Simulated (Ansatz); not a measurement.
Skutterudite CoSb₃

The numbers are results of PBE-D4 in Ansatz (plane waves, PAW), not measurements.

Numerical settings: plane-wave cutoff 500 eV, 6×6×6 k mesh, gaussian smearing 0.02 eV, no spin polarisation, scalar-relativistic PAW data made under PBE.

Cell (relaxed at this level):

CoSb3 has the cubic space group Im-3 (No. 204), Pearson symbol cI32. Lattice parameters: a = b = c = 9.0055 Å, α = β = γ = 90.00°. Co on 8c sees 6 Sb at 2.511 Å (octahedral). Sb on 24g is coordinated by 2 Co at 2.511 Å and 2 Sb at 2.865–2.997 Å. (Neighbours: up to the widest gap in distance over summed covalent radii, below 1.35, at either atom; cation-cation and far metal-metal contacts left out.)
(The calculation used a cell of 16 atoms; values per cell refer to that cell.)

* **band gap**: 0.26 eV (on the SCF k mesh)

Measured, for comparison: band gap 0.63 eV (temperature not stated, no zero-point or thermal correction; as tabulated in Kim et al. (2020), doi:10.1038/s41597-020-00723-8).

Spin–orbit coupling is not included; with these elements it can move the gap by several tenths of an eV or more.

Computed values are for the static lattice.

It cost roughly 4 core-minutes of CPU time.

Ansatz is an electronic-structure program.
